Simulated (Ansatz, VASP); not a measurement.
**CdS: VASP beside Ansatz**

The input INCAR:

```
  PREC = Accurate
  ENCUT = 520
  EDIFF = 1E-6
  ISMEAR = 0
  SIGMA = 0.05
  LREAL = F
  LASPH = T
  NELM = 60
  ALGO = Normal
  ISIF = 2
  LWAVE = F
  LCHARG = F
  GGA = PE
  NBANDS = 16
```

Contents of KPOINTS:

```
Automatic mesh
0
Gamma
  8 8 8
```

File POSCAR:

```
CdS
1.0
    0.0000000000      2.9165000000      2.9165000000
    2.9165000000      0.0000000000      2.9165000000
    2.9165000000      2.9165000000      0.0000000000
Cd S
1 1
Direct
    0.0000000000      0.0000000000      0.0000000000
    0.2500000000      0.2500000000      0.2500000000
```

Input for Ansatz:

```yaml
crystal:
  lattice:
    - [0.0, 2.9165, 2.9165]
    - [2.9165, 0.0, 2.9165]
    - [2.9165, 2.9165, 0.0]
  atoms:
    - { symbol: Cd, position: [0.0, 0.0, 0.0] }
    - { symbol: S, position: [0.25, 0.25, 0.25] }
basis:
  ecutwfc: 420
  fft_grid_basis: typed
kpoints:
  mp_grid: { grid: [8, 8, 8] }
hamiltonian:
  xc: pbe
scf:
  occupations: { method: gaussian, width: 0.05 }
  n_extra_bands: 6
output:
  forces: true
  stress: false
  eigenvalues: true
  bader: false
  write_density: false
  volumetric_format: npy
  band_densities:
    - { e_range: [-1.17, -0.56] }
    - { e_range: [0.56, 1.17] }
    - { e_range: [-4.99, -3.5] }
    - { e_range: [-3.5, -2.04] }
    - { e_range: [-5.0, -0.54] }
    - { e_range: [-8.33, -7.15] }
    - { e_range: [-12.97, -12.35] }
  dos:
    e_range: [-30, 8]
    de: 0.02
    method: { smearing: { sigma: 0.03, scheme: gaussian } }
    projected: { site_lists: { Cd: [Cd], S: [S] } }
checkpoint:
  read: start.run
  write: ck
  compress: false
  write_wavefunctions: false
  write_every: 100000
```

Alike in both runs: task single point; functional PBE; k mesh 8 × 8 × 8; occupations gaussian, width 0.05 eV; no spin polarisation.

```csv
,VASP,Ansatz
version,VASP 6.6.1,Ansatz 0.2.0
potentials or method,"VASP PAW PBE potentials, release 64 (Cd, S)","scalar-relativistic, plane waves, PAW"
plane-wave cutoff (eV),520,420
valence electrons in the cell,18,26
```

```csv
,VASP,Ansatz,Ansatz less VASP
gap on the k mesh at the Fermi level (eV),1.15,1.15,-0.004
```

With one functional, cell and mesh, what is left measures potentials, basis and numerics. The two sets of potentials don't hold the same shells in valence.

Expect the measured gap to be larger: semilocal functionals such as PBE lack the derivative discontinuity.
